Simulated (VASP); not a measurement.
Write the native input for VASP 6.6.1 that does the following.

```yaml
Task: single point
Functional: PBE
Potentials_or_basis: VASP PAW PBE potentials, release 64 (I, Na_pv)
Cutoff: 520 eV
k_mesh: 7 × 7 × 7
Occupations: gaussian, width 0.021 eV
Spin: no spin polarisation
Further_INCAR_settings: ALGO = Fast; EDIFF = 1e-07
```

The structure of NaI lies in POSCAR:

```
NaI
1.0
    0.0000000000      3.2364000000      3.2364000000
    3.2364000000      0.0000000000      3.2364000000
    3.2364000000      3.2364000000      0.0000000000
I Na
1 1
Direct
    0.5000000000      0.5000000000      0.5000000000
    0.0000000000      0.0000000000      0.0000000000
```

These files were run (other wordings do the same):

INCAR

```
SYSTEM = NaI
PREC = Accurate ; ENCUT = 520
EDIFF = 1E-7 ; ISMEAR = 0
SIGMA = 0.020999999999999998 ; LREAL = .FALSE.
LASPH = .TRUE. ; NELM = 100
ALGO = Fast ; ISIF = 2
LWAVE = .FALSE. ; LCHARG = .TRUE.
GGA = PE ; LELF = .TRUE.
LVHAR = .TRUE.
```

KPOINTS

```
regular mesh
0
G
  7 7 7
  0 0 0
```

Potentials or basis: VASP PAW PBE potentials, release 64 (I, Na_pv).

The run is started by

```bash
$ cat potpaw_PBE.64/I/POTCAR potpaw_PBE.64/Na_pv/POTCAR > POTCAR
$ mpirun -np 1 vasp_std > vasp.out
```

Results of the run:

```yaml
Pressure: 0.4 GPa
Band_gap_on_the_k_mesh: 3.64 eV, direct
```

Caveat: spin-orbit coupling is left out, which moves the levels of the heavy elements.

Wall time 10 s on 1 thread of Intel(R) Xeon(R) 6975P-C (Granite Rapids), with other jobs on the host, peak memory 0.2 GiB.
